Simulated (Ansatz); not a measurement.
Below is a relaxed structure of InAs. The cell was found from a structure generator's guess, not taken from experiment.

All numbers below come from DFT PBE, scalar-relativistic, plane waves, PAW in Ansatz. Cutoff 420 eV, Γ-centred mesh, Gaussian smearing, no spin polarisation.

```yaml
crystal:
  lattice:
    - [0.00000, 2.87494, 2.87494]
    - [2.87494, 0.00000, 2.87494]
    - [2.87494, 2.87494, 0.00000]
  atoms:
    - { symbol: In, position: [0.50000, 0.50000, 0.50000] }
    - { symbol: As, position: [0.00000, 0.00000, 0.00000] }
```

Energies over the elements count from the elements' standard structures at the same level, with no fitted energy shifts.

Question: What space group does it have?

Answer: Fm-3m (No. 225), the rock salt type. Conventional cell: a = 5.750 Å. Around In lie 6 As at 2.87 Å; around As lie 6 In at 2.87 Å.

Question: How far does it lie from the elements in energy?

Answer: −0.04 eV/atom. It lies below the elements, which doesn't yet make it stable against other compounds or structures.

Question: Is it a metal?

Answer: Yes, bands cross the Fermi level on the 6×8×10 mesh.

The last run used a 6×8×10 mesh (in the run's order of axes) for its 8-atom cell and Gaussian smearing of 0.10 eV. The end has Immm (No. 71) at a tolerance of 0.01 Å; the cell shown is made exact in the group found at 0.05 Å. The reference form of As is held partly by dispersion forces, which this level lacks. A structure relaxed within its symmetry needn't be a true minimum.
